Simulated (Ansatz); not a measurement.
## MoP: one input, then a changed one

The cell is COD entry 1539074, as deposited and not checked against the literature; nothing was relaxed. The listed cell was then made from it by scaling, straining or moving an atom.

First run: DFT, PBE, all-electron LAPW, scalar-relativistic (Ansatz 0.2.0).

Command: `ansatz run input.yaml --threads 1 --pin off --max-ram 2048MiB --backend cpu --events-out ev --progress --plain --runs-dir out` The run took 74 s on 1 thread of Arm Neoverse V1, with other jobs on the host, peak memory 0.59 GiB.

```yaml
crystal:
  lattice:
    - [3.2070049172, 0.0, 0.0]
    - [-1.6035024587, 2.7773477284, 0.0]
    - [0.0, 0.0, 3.22291]
  atoms:
    - { symbol: Mo, position: [0.0, 0.0, 0.0] }
    - { symbol: P, position: [0.3333333333, 0.6666666667, 0.5] }
kpoints:
  mp_grid: { grid: [15, 15, 13] }
scf:
  occupations: { method: fermi_dirac, width: 0.08 }
hamiltonian:
  xc: pbe
  pseudopotentials: { kind: all_electron, lapw: { basis_error: 0.00025 } }
output:
  forces: true
  stress: true
  eigenvalues: true
```

Result: converged; pressure 2.21 GPa; 7 SCF iterations.

Spin polarisation is left out, and whether a magnetic state lies lower isn't shown here.

The input is then changed:

```diff
@@ -8,5 +8,5 @@
     - { symbol: P, position: [0.3333333333, 0.6666666667, 0.5] }
 kpoints:
-  mp_grid: { grid: [15, 15, 13] }
+  mp_grid: { grid: [8, 8, 6] }
 scf:
   occupations: { method: fermi_dirac, width: 0.08 }
```

Q: What does the second run give?

A: It converged; energy at zero smearing -8.4 meV/atom from the first run; pressure 2.09 GPa; 7 SCF iterations. Some of these settings are too coarse for converged properties.

The results part of its log:

```
SCF 1 converged in 7 iterations: F = -119488.202224 eV  dr2 = 1.44e-8
SCF converged after 7 iterations
Free energy (F): -119488.202224 eV
Harris-Foulkes:  -119488.202224 eV  (|F-HF|=3.25e-8)
Internal energy: -119488.188772 eV  (E = F + TS)
E sigma→0 (E₀):  -119488.195498 eV
Entropy (-TS):   -0.013453 eV (-6.726 meV/atom)
Fermi energy:    19.349186 eV
--- Per-component energies (eV) ---
  E_band       = -5052.426122
  E_kinetic    = 123521.626721
  E_xc         = -4005.513691
  E_electrostatic = -239004.301802  (all electrons and nuclei)
  E_smearing   = -0.013453  (= −TS)
  E_closure    = 0.000000  (closes the sum)
  E_atoms      = -119470.547489  (free atoms, spherical and without spin; not in F)
  Σ components = -119488.202224   (vs F -119488.202224, Δ=0.00e0)
  Basis errors (estimates in eV, not in F): energy 9.2e-5 per atom: plane waves 8.0e-5 (4.4e-5 summed), levels above the bands 5.4e-33, relativity 1.1e-8, radial functions 1.2e-5, core shells 2.4e-7; eigenvalues (radial functions only) 4.2e-7; not estimated: angular momenta, meshes, grids; target (lapw.basis_error) 2.5e-4; muffin-tin radii P 1.107 Å, Mo 1.347 Å
--- Forces (eV/Å), atoms counted from 1 ---
  atom   1  Mo    -0.00000000     0.00000000     0.00000000
  atom   2  P      0.00000000     0.00000000     0.00000000
  max |Σ_I F_I| component: 7.29e-17 eV/Å
--- Stress (GPa, compression-positive) ---
        3.328777      -0.000000       0.000000
       -0.000000       3.328777       0.000000
        0.000000       0.000000      -0.384865
  P = ⅓ Tr σ = 2.0909 GPa (20.909 kbar)
--- Band table (eV; the first three rows and the last of 40) ---
  k-point 0: bands = ["-356.7597", "-356.7242", "-356.7242", "-198.6453", "-198.6118", "-198.6118", "-198.5989", "-198.5989", "-149.7137", "-100.2001", "-100.2001", "-100.1866", "-41.9798", "-16.1363", "-15.9106", "-15.9106", "5.2920", "15.0425", "16.0172", "16.0172", "18.3416", "19.4862", "19.4862", "23.3518", "23.3518", "24.8910"]
  k-point 1: bands = ["-356.7597", "-356.7242", "-356.7242", "-198.6453", "-198.6118", "-198.6118", "-198.5989", "-198.5989", "-149.7137", "-100.2001", "-100.2001", "-100.1866", "-41.9753", "-16.2054", "-15.9048", "-15.9048", "5.7231", "14.3805", "16.2125", "16.2125", "18.3989", "18.6349", "18.6349", "23.7601", "23.7601", "25.2454"]
  k-point 2: bands = ["-356.7597", "-356.7242", "-356.7242", "-198.6453", "-198.6118", "-198.6118", "-198.5989", "-198.5989", "-149.7137", "-100.2001", "-100.2001", "-100.1866", "-41.9662", "-16.3409", "-15.8932", "-15.8932", "6.8240", "12.5790", "16.5865", "16.5865", "17.6713", "17.6713", "19.4464", "22.9096", "22.9096", "26.1139"]
  k-point 39: bands = ["-356.7597", "-356.7242", "-356.7242", "-198.6453", "-198.6118", "-198.6118", "-198.5989", "-198.5989", "-149.7137", "-100.2001", "-100.2001", "-100.1866", "-41.9247", "-16.3190", "-16.1636", "-16.0698", "8.3606", "12.5218", "13.5174", "15.8495", "17.8314", "20.8033", "22.5262", "22.6999", "23.5939", "24.7366"]
```
